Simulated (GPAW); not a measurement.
Here is a GPAW 26.7.0 calculation.

The input run.py:

```python
from ase.dft.bandgap import bandgap
from ase.io import read, write
from ase.units import GPa
from gpaw import GPAW, PW

atoms = read('GaP.xyz')

calc = GPAW(mode=PW(600),
            xc='PBE',
            kpts={'size': (8, 8, 8), 'gamma': True},
            occupations={'name': 'methfessel-paxton', 'order': 0, 'width': 0.016},
            nbands=11,
            convergence={'density': 1e-05, 'energy': 1e-05},
            maxiter=150,
            txt='gpaw.txt')
atoms.calc = calc
energy = atoms.get_potential_energy()
forces = atoms.get_forces()
stress = atoms.get_stress()
calc.write('gs.gpw')
write('result.traj', atoms)
print(f'Energy: {energy:.6f} eV')
print('Forces (eV/A):')
print(forces.round(4))
print('Stress (GPa):', (stress / GPa).round(3))
print('Fermi level:', round(calc.get_fermi_level(), 4), 'eV')
print(f'Gap: {bandgap(calc)[0]:.4f} eV, direct: {bandgap(calc, direct=True)[0]:.4f} eV')
```

Contents of GaP.xyz:

```xyz
2
Lattice="0.0000000000 2.7252500000 2.7252500000 2.7252500000 0.0000000000 2.7252500000 2.7252500000 2.7252500000 0.0000000000" Properties=species:S:1:pos:R:3 pbc="T T T"
Ga     0.0000000000      0.0000000000      0.0000000000
P      4.0878750000      4.0878750000      4.0878750000
```

Potentials or basis: GPAW PAW data sets (gpaw-data 1.2.1), pw.

Command:

```console
$ OMP_NUM_THREADS=1 python run.py
```

**Question.** What does it give for the pressure?

**Answer.** 4.5 GPa.

**Question.** Predict the band gap on the k mesh.

**Answer.** 1.67 eV, indirect (least direct gap 1.89 eV).

**What was measured.**

“Stacking defects in GaP nanowires: Electronic structure and optical properties”, 2018, arxiv:1810.01194 quotes, for a bulk crystal of GaP at 10 K: band gap 2.34 eV (indirect).

Against the measured gap of GaP, 2.34 eV (indirect; 10 K; quoted in “Stacking defects in GaP nanowires: Electronic structure and optical properties”, 2018, arxiv:1810.01194), the calculated 1.67 eV is off by -0.67 eV. Spin-orbit coupling on Ga is left out. The value is that of PBE on a finite k mesh, which can miss the band edges, without temperature or zero-point motion. Semilocal functionals fall short of measured gaps as a rule.
